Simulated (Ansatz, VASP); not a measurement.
# Two plane-wave programs on Al

```
Al
1.0
     0.00000    2.00779    2.00779
     2.00779    0.00000    2.00779
     2.00779    2.00779    0.00000
Al
1
Direct
  0.00000 0.00000 0.00000
```

Alike in both runs: functional PBEsol; k mesh 18 × 18 × 18; occupations gaussian, width 0.1 eV; no spin polarisation.

Ansatz relaxed the structure, and its values are those at the end. VASP's run is a single point on that final structure, the one shown.

```csv
,VASP,Ansatz
version,VASP 6.6.1,Ansatz 0.2.0
potentials or method,"VASP PAW PBE potentials, release 64 (Al)","scalar-relativistic, plane waves, PAW"
plane-wave cutoff (eV),520,420
valence electrons in the cell,3,3
```

|  | VASP | Ansatz | Ansatz less VASP |
| --- | --- | --- | --- |
| gap on the k mesh at the Fermi level (eV) | none | none | - |
| pressure (GPa) | 0.0 | 0.0 | -0.06 |

A gap of «none» marks a metal or a gap that the smearing closes.

Caveats: the PAW data sets were made with another functional, which shifts forces and pressure a little (VASP).
